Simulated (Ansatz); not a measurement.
CdS, DFT, PBEsol, all-electron PAW with datasets made for the crystal, scalar-relativistic (Ansatz 0.2.0), run on 1 thread of Intel(R) Xeon(R) 6975P-C (Granite Rapids) on a shared host.

The cell is COD entry 9008862, as deposited and not checked against the literature; nothing was relaxed. It differs from other determinations. The listed cell was then made from it by scaling, straining or moving an atom.

Command: `ansatz run input.yaml --threads 1 --pin off --max-ram 6144MiB --backend cpu --events-out ev --progress --plain --runs-dir out`

```yaml
crystal:
  lattice:
    - [4.107048037, 0.0, 0.0]
    - [-2.0535240185, 3.5568079346, 0.0]
    - [0.0, 0.0, 6.7037033332]
  atoms:
    - { symbol: Cd, position: [0.3333333333, 0.6666666667, 0.0] }
    - { symbol: Cd, position: [0.6666666667, 0.3333333333, 0.5] }
    - { symbol: S, position: [0.3333333333, 0.6666666667, 0.385] }
    - { symbol: S, position: [0.6666666667, 0.3333333333, 0.885] }
kpoints:
  mp_grid: { grid: [7, 7, 4] }
scf:
  occupations: { method: fermi_dirac, width: 0.01 }
hamiltonian:
  xc: pbesol
  pseudopotentials: { kind: all_electron, datasets: crystal }
output:
  forces: true
  stress: true
  eigenvalues: true
  efg: { contact_densities: true }
```

(1) How large is the problem that the program sets up?

(2) Estimate the wall time and the peak memory.

(3) And the same cell and mesh by frozen-core PAW, asked for forces, stress, eigenvalues, efg, write_density, write_potential, elf, on the same hardware?

## Answers

(1) 24 irreducible k-points, 941 plane waves at Γ, 22 bands.

(2) 9.6 s of wall time for 9 SCF iterations, with a peak of 0.74 GiB. Times on shared machines scatter by tens of per cent.

(3) 4.5 s, peak memory 0.41 GiB.
